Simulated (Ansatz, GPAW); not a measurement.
Given: the input of a run of Ansatz 0.2.0 on Si2Ni. 

File input.yaml:

```yaml
crystal:
  lattice:
    - [0.0, 2.703, 2.703]
    - [2.703, 0.0, 2.703]
    - [2.703, 2.703, 0.0]
  atoms:
    - { symbol: Ni, position: [0.0, 0.0, 0.0], spin: 1.0 }
    - { symbol: Si, position: [0.75, 0.75, 0.75] }
    - { symbol: Si, position: [0.25, 0.25, 0.25] }
hamiltonian:
  xc: pbe
  pseudopotentials: { kind: paw }
magnetization:
  spin_polarized: true
kpoints:
  mp_grid: { grid: [9, 9, 9] }
scf:
  occupations: { method: gaussian, width: 0.014 }
output:
  forces: true
  stress: true
  eigenvalues: true
  write_density: true
  write_potential: true
  elf: true
  volumetric_format: npy
```

Potentials or basis: Ansatz PAW.

Run with:

```sh
$ ansatz run input.yaml --threads 2 --pin off --max-ram 5632MiB --backend cpu --events-out ev --progress --plain --runs-dir out
```

Problem. Translate it to GPAW 26.7.0 (ASE script). Potentials or basis there: GPAW PAW data sets (gpaw-data 1.2.1), cutoff 600 eV.

Solution. As run (cutoffs and basis follow the program's own potentials, and thresholds, step limits or extra output files can differ):

File run.py:

```python
from ase.dft.bandgap import bandgap
from ase.io import read, write
from ase.units import GPa
from gpaw import GPAW, PW

atoms = read('Si2Ni.xyz')
atoms.set_initial_magnetic_moments([1.0, 0.0, 0.0])

calc = GPAW(mode=PW(600),
            xc='PBE',
            kpts={'size': (9, 9, 9), 'gamma': True},
            occupations={'name': 'methfessel-paxton', 'order': 0, 'width': 0.014},
            nbands=24,
            convergence={'density': 1e-05, 'energy': 1e-05},
            maxiter=150,
            txt='gpaw.txt')
atoms.calc = calc
energy = atoms.get_potential_energy()
forces = atoms.get_forces()
stress = atoms.get_stress()
calc.write('gs.gpw')
write('result.traj', atoms)
print(f'Energy: {energy:.6f} eV')
print('Forces (eV/A):')
print(forces.round(4))
print('Stress (GPa):', (stress / GPa).round(3))
print('Moments:', calc.get_magnetic_moments().round(3))
print('Fermi level:', round(calc.get_fermi_level(), 4), 'eV')
print(f'Gap: {bandgap(calc)[0]:.4f} eV, direct: {bandgap(calc, direct=True)[0]:.4f} eV')
```

File Si2Ni.xyz:

```xyz
3
Lattice="0.0000000000 2.7030000000 2.7030000000 2.7030000000 0.0000000000 2.7030000000 2.7030000000 2.7030000000 0.0000000000" Properties=species:S:1:pos:R:3 pbc="T T T"
Ni     0.0000000000      0.0000000000      0.0000000000
Si     4.0545000000      4.0545000000      4.0545000000
Si     1.3515000000      1.3515000000      1.3515000000
```

Potentials or basis: GPAW PAW data sets (gpaw-data 1.2.1), pw.

The run is started by

```bash
$ OMP_NUM_THREADS=1 python run.py
```

Both were run:

|  | Ansatz | GPAW |
| --- | --- | --- |
| Pressure | 4.0 GPa | 5.3 GPa |
| Net moment | 0.00 μB per cell | 0.00 μB per cell |

Ansatz's pressure holds a Pulay term of +0.05 GPa for its cutoff of 420 eV, which the other run lacks.

The potentials hold 26 and 24 valence electrons a cell.

Where Ansatz's input types no cutoff or centring, it takes its own default and a Γ-centred mesh.

The magnetic state is the one that the start led to; the real crystal's order can differ.

Pressure is positive in compression.
